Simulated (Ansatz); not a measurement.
The system is LiF.

```
F Li
1.0
     2.55953    0.00000    0.00000
     0.00000    2.55953    0.00000
     0.00000    0.00000    2.55953
F Li
1 1
Direct
  0.50000 0.50000 0.50000
  0.00000 0.00000 0.00000
```

Measurements of this composition are mostly on another form, of space group No. 225.

```yaml
Program: Ansatz 0.2.0
Task: relaxation of cell and atoms
Functional: RPBE
Dispersion: D3(BJ)
Potentials_or_basis: all-electron LAPW, scalar-relativistic
Basis_error_allowed: 0.001 eV/atom
k_mesh: 10 × 10 × 10
Occupations: fermi-dirac, width 0.05 eV
Spin: no spin polarisation
```

At the start: volume 8.38 Å³/atom.

Q: How do energy, volume and symmetry change on relaxing?

A: Over 5 steps the energy falls by 44.0 meV/atom and the volume is 7.21 Å³/atom (-14.0 %); space group Pm-3m (No. 221, to 0.05 Å).

Step by step:
| step | energy change (eV) | largest force (eV/Å) | volume (Å³) |
| --- | --- | --- | --- |
| 1 | 0.0000 | 0.0000 | 16.77 |
| 2 | -0.0542 | 0.0000 | 15.81 |
| 3 | -0.0852 | 0.0000 | 14.06 |
| 4 | -0.0880 | 0.0000 | 14.42 |
| 5 | -0.0880 | 0.0000 | 14.42 |

Final structure:
```
F Li
1.0
     2.43403    0.00000    0.00000
     0.00000    2.43403    0.00000
     0.00000    0.00000    2.43403
F Li
1 1
Direct
  0.50000 0.50000 0.50000
  0.00000 0.00000 0.00000
```
